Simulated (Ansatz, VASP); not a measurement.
## One calculation of In2O3, two programs

```xyz
10
Lattice="2.7435 1.5840 4.8367 -2.7435 1.5840 4.8367 0.0000 -3.1679 4.8367" Properties=species:S:1:pos:R:3 pbc="T T T"
In    0.0000    0.0000    5.1933
In    0.0000    0.0000    2.0617
In    0.0000    0.0000    9.3167
In    0.0000    0.0000   12.4483
O    -1.1197    1.5840    8.4642
O    -0.8119   -1.7617    8.4642
O     1.9316    0.1777    8.4642
O     1.1197   -1.5840    6.0458
O     0.8119    1.7617    6.0458
O    -1.9316   -0.1777    6.0458
```

Alike in both runs: functional PBE; k mesh 4 × 4 × 4; occupations fermi-dirac, width 0.02 eV; no spin polarisation.

Ansatz relaxed the structure, and its values are those at the end. VASP's run is a single point on that final structure, the one shown.

```csv
,VASP,Ansatz
version,VASP 6.6.1,Ansatz 0.2.0
potentials or method,"VASP PAW PBE potentials, release 64 (In_d, O)","plane-wave PAW, scalar-relativistic"
plane-wave cutoff (eV),520,420
valence electrons in the cell,88,88
```

|  | VASP | Ansatz | Ansatz less VASP |
| --- | --- | --- | --- |
| gap on the k mesh at the Fermi level (eV) | 1.29 | 1.30 | +0.007 |
| pressure (GPa) | 8.8 | 8.3 | -0.51 |
| rms of the force components (eV/Å) | 0.012 | 0.005 | -0.0072 |

The functional is the same, so the differences come from potentials, cutoffs and numerics. Ansatz warned: «gradients_without_spin_orbit».

Caveats: spin-orbit coupling is left out, which moves the levels of the heavy elements. A k mesh can miss the band edges.
